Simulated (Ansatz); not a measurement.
Crystal: Au.

```xyz
1
Lattice="-1.6573 1.6573 1.6573 1.6573 -1.6573 1.6573 1.6573 1.6573 -1.6573" Properties=species:S:1:pos:R:3 pbc="T T T"
Au    0.0000    0.0000    0.0000
```

This isn't the form of Au at room conditions, which is fcc.

| Quantity | Value |
| --- | --- |
| Program | Ansatz 0.2.0 |
| Task | single point |
| Functional | PBEsol |
| Potentials or basis | all-electron LAPW, scalar-relativistic |
| Cutoff | 251 eV (chosen from the basis error) |
| Basis error allowed | 0.001 eV/atom |
| k mesh | 11 × 11 × 11 |
| Occupations | fermi-dirac, width 0.05 eV |
| Spin | no spin polarisation |

On this cell: pressure -8.9 GPa; band gap on the k mesh none (metal or under the smearing width).

The same run follows on a disturbed copy (cell strained at random at fixed volume):

```
CELL_PARAMETERS angstrom
-1.66724 1.61085 1.66470
1.60373 -1.63568 1.62603
1.73643 1.70488 -1.68953
ATOMIC_POSITIONS crystal
Au 0.99012 0.98291 0.97870
```

What does the disturbed cell give?

The energy (extrapolated to zero smearing) moves by +5.3 meV/atom; pressure -8.5 GPa; band gap on the k mesh none (metal or under the smearing width).

Stress tensor (GPa, compression positive):
```
-7.84 -1.87  1.73
-1.87 -8.42  0.16
 1.73  0.16 -9.18
```
